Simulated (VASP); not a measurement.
Al2Pt:

```
CELL_PARAMETERS angstrom
0.00000 2.95500 2.95500
2.95500 0.00000 2.95500
2.95500 2.95500 0.00000
ATOMIC_POSITIONS crystal
Pt 0.00000 0.00000 0.00000
Al 0.75000 0.75000 0.75000
Al 0.25000 0.25000 0.25000
```

* Program: VASP 6.6.1
* Task: relaxation of cell and atoms
* Functional: LDA
* Potentials or basis: VASP PAW LDA potentials, release 64 (Pt, Al)
* Cutoff: 600 eV
* k mesh: 8 × 8 × 8
* Occupations: fermi-dirac, width 0.05 eV
* Spin: no spin polarisation

At the start: pressure -3.5 GPa; volume 17.20 Å³/atom.

Q: How do energy, volume and symmetry change on relaxing?

A: Over 3 steps the energy falls by 5.0 meV/atom and the volume is 16.76 Å³/atom (-2.6 %); space group Fm-3m (No. 225, to 0.05 Å).

Step by step:
| step | energy change (eV) | largest force (eV/Å) | pressure (GPa) | volume (Å³) |
| --- | --- | --- | --- | --- |
| 1 | 0.0000 | 0.0000 | -3.47 | 51.61 |
| 2 | 0.0038 | 0.0000 | 4.39 | 48.87 |
| 3 | -0.0151 | 0.0000 | -0.05 | 50.28 |

Final structure:
```
Pt Al
1.0
     0.00000    2.92954    2.92954
     2.92954    0.00000    2.92954
     2.92954    2.92954    0.00000
Pt Al
1 2
Direct
  0.00000 0.00000 0.00000
  0.75000 0.75000 0.75000
  0.25000 0.25000 0.25000
```
